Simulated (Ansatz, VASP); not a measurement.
**S: VASP beside Ansatz**

The input INCAR:

```
  PREC = Accurate
  ENCUT = 520
  EDIFF = 1E-6
  ISMEAR = 0
  SIGMA = 0.15
  LREAL = F
  LASPH = T
  NELM = 100
  ALGO = Normal
  ISIF = 2
  LWAVE = F
  LCHARG = T
  GGA = PE
  IVDW = 12
  LELF = T
  LVHAR = T
  NBANDS = 9
```

File KPOINTS:

```
regular mesh
0
Gamma
  20 20 20
```

POSCAR

```
S
1.0
    0.0000000000      1.9644350888      1.9943503440
    1.9644350888      0.0000000000      1.9943503440
    1.9644350888      1.9644350888      0.0000000000
S
1
Direct
    0.0000000000      0.0000000000      0.0000000000
```

Input for Ansatz:

```yaml
crystal:
  lattice:
    - [0.0, 1.9644350888, 1.994350344]
    - [1.9644350888, 0.0, 1.994350344]
    - [1.9644350888, 1.9644350888, 0.0]
  atoms:
    - { symbol: S, position: [0.0, 0.0, 0.0] }
basis:
  ecutwfc: 420
kpoints:
  mp_grid: { grid: [20, 20, 20] }
hamiltonian:
  xc: pbe
  dispersion: d3bj
scf:
  occupations: { method: gaussian, width: 0.15 }
output:
  forces: true
  stress: true
  eigenvalues: true
```

Change from the starting cell: strain -0.015 along x and y, +0.000 along z, atoms carried along.

Alike in both runs: task single point; functional PBE; dispersion D3(BJ); k mesh 20 × 20 × 20; occupations gaussian, width 0.15 eV; no spin polarisation.

|  | VASP | Ansatz |
| --- | --- | --- |
| version | VASP 6.6.1 | Ansatz 0.2.0 |
| potentials or method | VASP PAW PBE potentials, release 64 (S) | scalar-relativistic, plane waves, PAW |
| plane-wave cutoff (eV) | 520 | 420 |
| valence electrons in the cell | 6 | 6 |

```csv
,VASP,Ansatz,Ansatz less VASP
gap on the k mesh at the Fermi level (eV),none,none,-
pressure (GPa),-1.7,-1.6,+0.19
largest component of the traceless stress (GPa),0.97,0.97,+0.002
```

A gap of «none» marks a metal or a gap that the smearing closes. The functional is the same, so the differences come from potentials, cutoffs and numerics.

Caveats: pairwise dispersion overbinds metals, which lowers pressure and volume.
